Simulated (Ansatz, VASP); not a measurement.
# Si in VASP and in Ansatz

The input INCAR:

```
PREC     = Accurate       # precision mode
ENCUT    = 520            # plane-wave cutoff, eV
EDIFF    = 1E-7           # SCF threshold, eV
ISMEAR   = -1             # smearing method
SIGMA    = 0.05           # smearing width, eV
LREAL    = False          # projectors in reciprocal space
LASPH    = True           # aspherical terms in the spheres
NELM     = 100            # most SCF steps
ALGO     = Fast           # electronic algorithm
ISIF     = 2              # what is computed and relaxed
LWAVE    = False          # write WAVECAR
LCHARG   = False          # write CHGCAR
GGA      = PE             # functional
IBRION   = 2              # ionic algorithm
NSW      = 60             # ionic steps
EDIFFG   = -0.01          # ionic threshold
```

Contents of KPOINTS:

```
regular mesh
0
Gamma
  8 8 8
```

The input POSCAR:

```
Si
1.0
    0.0000000000      2.7218511865      2.7218511865
    2.8307252340      0.0000000000      2.7218511865
    2.8307252340      2.7218511865      0.0000000000
Si
2
Direct
    0.5000000000      0.5000000000      0.5000000000
    0.7500000000      0.7500000000      0.7500000000
```

Contents of input.yaml:

```yaml
crystal:
  lattice:
    - [0.0, 2.7218511865, 2.7218511865]
    - [2.830725234, 0.0, 2.7218511865]
    - [2.830725234, 2.7218511865, 0.0]
  atoms:
    - { symbol: Si, position: [0.5, 0.5, 0.5] }
    - { symbol: Si, position: [0.75, 0.75, 0.75] }
hamiltonian:
  xc: pbe
  pseudopotentials: { kind: paw }
kpoints:
  mp_grid: { grid: [8, 8, 8] }
scf:
  occupations: { method: fermi_dirac, width: 0.05 }
output:
  forces: true
  stress: true
  eigenvalues: true
relax:
  f_tol: 0.01
  max_steps: 40
```

Change from the starting cell: strain = 0.04.

Alike in both runs: task relaxation of the atoms; functional PBE; k mesh 8 × 8 × 8; occupations fermi-dirac, width 0.05 eV; no spin polarisation.

|  | VASP | Ansatz |
| --- | --- | --- |
| version | VASP 6.6.1 | Ansatz 0.2.0 |
| potentials or method | VASP PAW PBE potentials, release 64 (Si) | Ansatz PAW |
| plane-wave cutoff (eV) | 520 | 420 |
| valence electrons in the cell | 8 | 8 |

```csv
,VASP,Ansatz,Ansatz less VASP
"gap on the k mesh at the Fermi level, each at its own relaxed structure (eV)",0.48,0.48,-0.003
```

Caveats: the relaxation stopped at its first step, so nothing moved. A k mesh can miss the band edges.
